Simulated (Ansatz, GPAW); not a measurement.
## A script for CaO (PBE in single-zeta orbitals)

These are simulated results from GPAW 26.7.0, not measurements. The cell was built from a prototype and was relaxed with r2SCAN in plane waves (Ansatz 0.2.0). Not every such cell is a known phase. All runs are without spin polarisation.

The symmetry is Fm-3m (No. 225, cubic); a = 4.795 Å in the conventional setting, 13.78 Å³ an atom. Ca has 6 O at 2.40 Å; O has 6 Ca at 2.40 Å.

The basis is minimal: single zeta, one radial function for each shell that the log's basis lists. It describes the filled bands fairly and the empty ones poorly.

run.py reads:

```python
import json
from ase import Atoms
from gpaw import GPAW, PW, FermiDirac

atoms = Atoms(['Ca', 'O'],
              cell=[[0.0, 2.39755, 2.39755], [2.39755, -0.0, 2.39755], [2.39755, 2.39755, 0.0]],
              scaled_positions=[[-0.0, 0.0, 0.0], [0.5, 0.5, 0.5]],
              pbc=True)
calc = GPAW(mode='lcao', basis='sz(dzp)', h=0.2, xc='PBE', kpts={'size': (6, 6, 6), 'gamma': True},
            occupations=FermiDirac(0.02), maxiter=100, legacy_gpaw=True, txt='gpaw.txt')
atoms.calc = calc
res = {'energy': atoms.get_potential_energy(force_consistent=True)}
res['electrons'] = calc.get_number_of_electrons()
res['k'] = calc.get_ibz_k_points().tolist()
res['levels'] = [calc.get_eigenvalues(kpt=i).tolist() for i in range(len(res['k']))]
points = [[0.0, 0.0, 0.0], [0.5, 0.0, 0.5], [0.625, 0.25, 0.625], [0.375, 0.375, 0.75], [0.5, 0.5, 0.5], [0.5, 0.25, 0.75], [0.0, 0.5, 0.5]]
bands = calc.fixed_density(kpts=points, symmetry='off', txt='bands.txt')
res['points'] = [bands.get_eigenvalues(kpt=i).tolist() for i in range(len(points))]
json.dump(res, open('results.json', 'w'))
print('free energy (eV):', round(res['energy'], 5))
```

Command: `python run.py`. It took 18 s on 1 thread of Arm Neoverse V1, with other jobs on the host, peak memory 0.13 GiB.

The log gpaw.txt, trimmed of paths, versions and times, then the last line on the terminal. An iter line gives the energy in eV and the logarithms of the changes of orbitals (plane waves alone) and density (c: converged):

```
___ ___ ___ _ _ _
 |   |   |_  | | | |

 | | | | | . | | | |

 |__ |  _|___|_____|  26.7.0
 |___|_|

Input parameters:
  basis: sz(dzp)
  h: 0.2
  kpts: {gamma: True,
         size: (6, 6, 6)}
  maxiter: 100
  mode: lcao
  occupations: {fixmagmom: False,
                name: fermi-dirac,
                width: 0.02}
  xc: PBE

System changes: positions, numbers, cell, pbc, initial_charges, initial_magmoms

Initialize ...

species:
  Ca:
    name:    Calcium
    Z:       20.0
    valence: 10
    core:    10
    charge:  0.0  # [|e|]
    compensation charges:
      type: gauss
      rc: 0.37  # [Å]
      lmax: 2
    cutoffs:
      filter: 2.10  # [Å]
      core: 1.17  # [Å]
    projectors
    | kind |    occ | energy [eV] | rcut [Å] |

    |------|--------|-------------|----------|

    |   3s |  2.000 |     -47.086 |    1.175 |

    |   4s |  2.000 |      -3.766 |    1.175 |

    |   3p |  6.000 |     -28.008 |    1.154 |

    |    p |        |      -0.797 |    1.154 |

    |    d |        |       0.000 |    0.937 |

    LCAO basis set for Ca:
      Name: sz(dzp)
      Number of radial functions: 5
      Number of spherical harmonics: 13
        l=0, rc=3.8906 Bohr: 3s-sz confined orbital
        l=0, rc=10.7812 Bohr: 4s-sz confined orbital
        l=1, rc=4.4531 Bohr: 3p-sz confined orbital
        l=1, rc=13.9219 Bohr: 4p-sz confined orbital
        l=2, rc=8.8594 Bohr: 3d-sz confined orbital
      Number of RI-basis functions 0

  O:
    name:    Oxygen
    Z:       8.0
    valence: 6
    core:    2
    charge:  0.0  # [|e|]
    compensation charges:
      type: gauss
      rc: 0.21  # [Å]
      lmax: 2
    cutoffs:
      filter: 1.17  # [Å]
      core: 0.83  # [Å]
    projectors
    | kind |    occ | energy [eV] | rcut [Å] |

    |------|--------|-------------|----------|

    |   2s |  2.000 |     -23.961 |    0.688 |

    |   2p |  4.000 |      -9.029 |    0.598 |

    |    s |        |       3.251 |    0.688 |

    |    p |        |      18.182 |    0.598 |

    |    d |        |       0.000 |    0.619 |

    LCAO basis set for O:
      Name: sz(dzp)
      Number of radial functions: 2
      Number of spherical harmonics: 4
        l=0, rc=4.3438 Bohr: 2s-sz confined orbital
        l=1, rc=5.3906 Bohr: 2p-sz confined orbital
      Number of RI-basis functions 0

Reference energy: -20551.721533  # eV

Spin-paired calculation

Convergence criteria:
 Maximum [total energy] change in last 3 cyles: 0.0005 eV / valence electron
 Maximum integral of absolute [dens]ity change: 0.0001 electrons / valence electron
 Maximum integral of absolute [eigenst]ate change: 4e-08 eV^2 / valence electron
 Maximum number of scf [iter]ations: 100
 (Square brackets indicate name in SCF output, whereas a 'c' in
 the SCF output indicates the quantity has converged.)

Symmetries present (total): 48

  ( 1  0  0)  ( 1  0  0)  ( 1  0  0)  ( 1  0  0)  ( 1  0 -1)  ( 1  0 -1)
  ( 1  0 -1)  ( 1 -1  0)  ( 0  1  0)  ( 0  0  1)  ( 1  0  0)  ( 1 -1  0)
  ( 1 -1  0)  ( 1  0 -1)  ( 0  0  1)  ( 0  1  0)  ( 1 -1  0)  ( 1  0  0)

  ( 1  0 -1)  ( 1  0 -1)  ( 1 -1  0)  ( 1 -1  0)  ( 1 -1  0)  ( 1 -1  0)
  ( 0  1 -1)  ( 0  0 -1)  ( 1  0  0)  ( 1  0 -1)  ( 0 -1  1)  ( 0 -1  0)
  ( 0  0 -1)  ( 0  1 -1)  ( 1  0 -1)  ( 1  0  0)  ( 0 -1  0)  ( 0 -1  1)

  ( 0  1  0)  ( 0  1  0)  ( 0  1  0)  ( 0  1  0)  ( 0  1 -1)  ( 0  1 -1)
  ( 1  0  0)  ( 0  1 -1)  ( 0  0  1)  (-1  1  0)  ( 1  0 -1)  ( 0  1  0)
  ( 0  0  1)  (-1  1  0)  ( 1  0  0)  ( 0  1 -1)  ( 0  0 -1)  (-1  1  0)

  ( 0  1 -1)  ( 0  1 -1)  ( 0  0  1)  ( 0  0  1)  ( 0  0  1)  ( 0  0  1)
  ( 0  0 -1)  (-1  1  0)  ( 1  0  0)  ( 0  1  0)  ( 0 -1  1)  (-1  0  1)
  ( 1  0 -1)  ( 0  1  0)  ( 0  1  0)  ( 1  0  0)  (-1  0  1)  ( 0 -1  1)

  ( 0  0 -1)  ( 0  0 -1)  ( 0  0 -1)  ( 0  0 -1)  ( 0 -1  1)  ( 0 -1  1)
  ( 1  0 -1)  ( 0  1 -1)  ( 0 -1  0)  (-1  0  0)  ( 1 -1  0)  ( 0  0  1)
  ( 0  1 -1)  ( 1  0 -1)  (-1  0  0)  ( 0 -1  0)  ( 0 -1  0)  (-1  0  1)

  ( 0 -1  1)  ( 0 -1  1)  ( 0 -1  0)  ( 0 -1  0)  ( 0 -1  0)  ( 0 -1  0)
  ( 0 -1  0)  (-1  0  1)  ( 1 -1  0)  ( 0  0 -1)  ( 0 -1  1)  (-1  0  0)
  ( 1 -1  0)  ( 0  0  1)  ( 0 -1  1)  (-1  0  0)  ( 1 -1  0)  ( 0  0 -1)

  (-1  1  0)  (-1  1  0)  (-1  1  0)  (-1  1  0)  (-1  0  1)  (-1  0  1)
  ( 0  1  0)  ( 0  1 -1)  (-1  0  1)  (-1  0  0)  ( 0  0  1)  ( 0 -1  1)
  ( 0  1 -1)  ( 0  1  0)  (-1  0  0)  (-1  0  1)  ( 0 -1  1)  ( 0  0  1)

  (-1  0  1)  (-1  0  1)  (-1  0  0)  (-1  0  0)  (-1  0  0)  (-1  0  0)
  (-1  1  0)  (-1  0  0)  ( 0  0 -1)  ( 0 -1  0)  (-1  1  0)  (-1  0  1)
  (-1  0  0)  (-1  1  0)  ( 0 -1  0)  ( 0  0 -1)  (-1  0  1)  (-1  1  0)

216 k-points: 6 x 6 x 6 Monkhorst-Pack grid + [1/12,1/12,1/12]
16 k-points in the irreducible part of the Brillouin zone
       k-points in crystal coordinates                weights
   0:     0.00000000    0.00000000    0.00000000          1/216
   1:     0.16666667    0.16666667    0.00000000          6/216
   2:     0.16666667    0.16666667    0.16666667          8/216
   3:     0.33333333    0.16666667    0.16666667         12/216
   4:     0.33333333    0.33333333   -0.33333333         12/216
   5:     0.33333333    0.33333333    0.00000000          6/216
   6:     0.33333333    0.33333333    0.16666667         24/216
   7:     0.33333333    0.33333333    0.33333333          8/216
   8:     0.50000000    0.33333333   -0.33333333         24/216
   9:     0.50000000    0.33333333   -0.16666667         12/216
          ...
  15:     0.50000000    0.50000000    0.50000000          4/216

Wave functions: LCAO
  Diagonalizer: Serial LAPACK
  Atomic Correction: dense with blas
  Data-type: complex

Occupation numbers: Fermi-Dirac:
  width: 0.0200  # eV

Eigensolver
   LCAO using direct dense diagonalizer

Densities:
  Coarse grid: 12*12*12 grid
  Fine grid: 24*24*24 grid
  Total Charge: 0.000000

Density mixing:
  Method: separate
  Backend: msr1
  Linear mixing parameter: 0.05
  old densities: 10
  Width of damping distribution: 1.1
  Damping of long wavelength oscillations: 20

Hamiltonian:
  XC and Coulomb potentials evaluated on a 24*24*24 grid
  Using the PBE Exchange-Correlation functional
  Interpolation: tri-quintic (5. degree polynomial)
  Poisson solver: FastPoissonSolver using
    Stencil: 12*3+1=37 point O(h^6) finite-difference Laplacian
    FFT axes: [np.int64(0), np.int64(1), np.int64(2)]
    FST axes: []

XC parameters: PBE with 2 nearest neighbor stencil

Memory estimate:
  Process memory now: 109.77 MiB
  Calculator: 7.51 MiB
    Density: 2.86 MiB
      Arrays: 0.34 MiB
      Localized functions: 2.25 MiB
      Mixer: 0.26 MiB
    Hamiltonian: 0.40 MiB
      Arrays: 0.22 MiB
      XC: 0.00 MiB
      Poisson: 0.00 MiB
      vbar: 0.17 MiB
    Wavefunctions: 4.25 MiB
      C [qnM]: 0.04 MiB
      S, T [2 x qmm]: 0.14 MiB
      P [aqMi]: 0.01 MiB
      BasisFunctions: 4.07 MiB
      Eigensolver: 0.00 MiB

Total number of cores used: 1

Number of atoms: 2
Number of atomic orbitals: 17
Number of bands in calculation: 9
Number of valence electrons: 16
Bands to converge: occupied
Positions:
   0 Ca     0.000000    0.000000    0.000000    ( 0.0000,  0.0000,  0.0000)
   1 O      2.397550    2.397550    2.397550    ( 0.0000,  0.0000,  0.0000)

Unit cell:
           periodic     x           y           z      points  spacing
  1. axis:    yes    0.000000    2.397550    2.397550    12     0.2307
  2. axis:    yes    2.397550   -0.000000    2.397550    12     0.2307
  3. axis:    yes    2.397550    2.397550    0.000000    12     0.2307

  Lengths:   3.390648   3.390648   3.390648
  Angles:   60.000000  60.000000  60.000000

Effective grid spacing dv^(1/3) = 0.2517

iter:   1   -11.707546        c
iter:   2   -11.483716        c -1.11
iter:   3   -11.005639        c -1.17
iter:   4   -11.009664        c -1.63
iter:   5   -11.015250        c -1.82
iter:   6   -11.015240c       c -2.92
iter:   7   -11.015231c       c -3.78
iter:   8   -11.015231c       c -4.34c

Converged after 8 iterations.

Energy contributions relative to reference atoms: (reference = -20551.721533)

Kinetic:        +17.645282
Potential:      -14.231511
External:        +0.000000
XC:             -15.606227
Entropy (-ST):   -0.000000
Local:           +1.177225
SIC:             +0.000000
--------------------------
Free energy:    -11.015231
Extrapolated:   -11.015231

Showing only first 2 kpts
 Kpt  Band  Eigenvalues  Occupancy
  0     6      5.15976    2.00000
  0     7      5.20459    2.00000
  0     8      9.89717    0.00000

  1     6      4.94229    2.00000
  1     7      4.97037    2.00000
  1     8     10.47847    0.00000

Fermi level: 5.89822

Gap: 3.442 eV
Transition (v -> c):
  (s=0, k=0, n=7, [0.00, 0.00, 0.00]) -> (s=0, k=12, n=8, [0.50, 0.50, 0.00])
Direct/indirect transitions are different
Direct gap: 3.913 eV
Transition at: (s=0, k=12, n=7, [0.50, 0.50, 0.00])

free energy (eV): -11.01523
```

The gap in the log is over the mesh alone; results.json adds the listed points. PBE in single-zeta orbitals gives a gap of 3.44 eV. On the same cell, plane-wave PBE (Ansatz, 10×10×10 k points and the special points) gives a gap of 3.65 eV and r2SCAN a gap of 4.20 eV; on shared hosts these took about 1.4 and 3.5 core-seconds on the 2-atom cell, against 18 for the script. Semilocal gaps usually lie below measured ones.
